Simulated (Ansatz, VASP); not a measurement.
# Ag: VASP beside Ansatz

```
Ag
1.0
     0.00000    2.01549    2.01549
     2.01549    0.00000    2.01549
     2.01549    2.01549    0.00000
Ag
1
Direct
  0.00000 0.00000 0.00000
```

Change from the starting cell: volume scaled by 0.96.

Alike in both runs: task single point; functional PBE; k mesh 15 × 15 × 15; occupations fermi-dirac, width 0.05 eV; no spin polarisation.

|  | VASP | Ansatz |
| --- | --- | --- |
| version | VASP 6.6.1 | Ansatz 0.2.0 |
| potentials or method | VASP PAW PBE potentials, release 64 (Ag), cutoff 520 eV | all-electron LAPW, scalar-relativistic |

```csv
,VASP,Ansatz,Ansatz less VASP
pressure (GPa),9.7,9.9,+0.19
```

Ansatz ran all-electron here, so the differences hold the error of VASP's frozen core and of both bases.
